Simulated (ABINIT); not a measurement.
# Au: single point with PBEsol

Au:

```xyz
1
Lattice="0.0000 2.0350 2.0350 2.0350 0.0000 2.0350 2.0350 2.0350 0.0000" Properties=species:S:1:pos:R:3 pbc="T T T"
Au    0.0000    0.0000    0.0000
```

| Property | Result |
| --- | --- |
| Program | ABINIT 10.8.3 (patched build) |
| Task | single point |
| Functional | PBEsol |
| Potentials or basis | PseudoDojo NC SR PBEsol v0.4 stringent |
| Cutoff | 1034 eV |
| k mesh | 11 × 11 × 11 |
| Occupations | fermi-dirac, width 0.05 eV |
| Spin | no spin polarisation |

* Pressure: 1.2 GPa
* Band gap on the k mesh: none (metal or under the smearing width)
* Valence electrons inside the program's atomic spheres: Au 15.59 (radii [1.0584] Å)

Levels at points of the mesh, in eV from the Fermi level:
| k point | band 8 | band 9 | band 10 | band 11 | band 12 | band 13 |
| --- | --- | --- | --- | --- | --- | --- |
| (0.00, 0.00, 0.00) | -4.73 | -3.17 | -3.17 | 14.42 | 18.47 | 18.47 |

It took 21 s on 1 thread of Intel(R) Xeon(R) Platinum 8375C CPU @ 2.90GHz (Ice Lake), on a shared host, peak memory 0.07 GiB.

The run has no spin-orbit coupling, so splittings on Au are missing.
